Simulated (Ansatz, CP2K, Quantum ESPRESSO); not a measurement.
# One calculation of Zn, 4 ways

```
Zn
1.0
     2.67000    0.00000    0.00000
    -1.33500    2.31229    0.00000
     0.00000    0.00000    4.96600
Zn
2
Direct
  0.66667 0.33333 0.75000
  0.33333 0.66667 0.25000
```

Alike in all runs: task band structure; functional PBEsol; k mesh 11 × 11 × 6; occupations fermi-dirac, width 0.05 eV; no spin polarisation; no spin-orbit coupling. Pressure is positive in compression and, in plane waves, holds the error of the finite cutoff, which Ansatz's Pulay term estimates and takes out.

| program and potentials | plane-wave cutoff (eV) | notes | pressure (GPa) |
| --- | --- | --- | --- |
| Ansatz, PAW datasets made for the crystal | 260 | 12 valence electrons an atom on average | -5.62 |
| Ansatz, all-electron LAPW, scalar-relativistic | - | - | -5.62 |
| Quantum ESPRESSO, GBRV 1.5 PBEsol | 762 | 20 valence electrons an atom on average | -5.63 |
| CP2K, POTENTIAL_UZH Zn GTH-PBE-q12; TZVP-MOLOPT-PBE-GTH basis | - | atomic basis; potentials made for PBE; 12 valence electrons an atom on average | -5.29 |

The pressure spans -5.63 (Quantum ESPRESSO, GBRV 1.5 PBEsol) to -5.29 GPa (CP2K, POTENTIAL_UZH Zn GTH-PBE-q12; TZVP-MOLOPT-PBE-GTH basis), with all-electron results at -5.62. Rows in atomic bases carry the error of their basis and grid, which can be large.

Differences between rows come from potentials, basis sets and numerical settings, since the functional is the same but for its coding. Runs on potential files found faulty are left out.
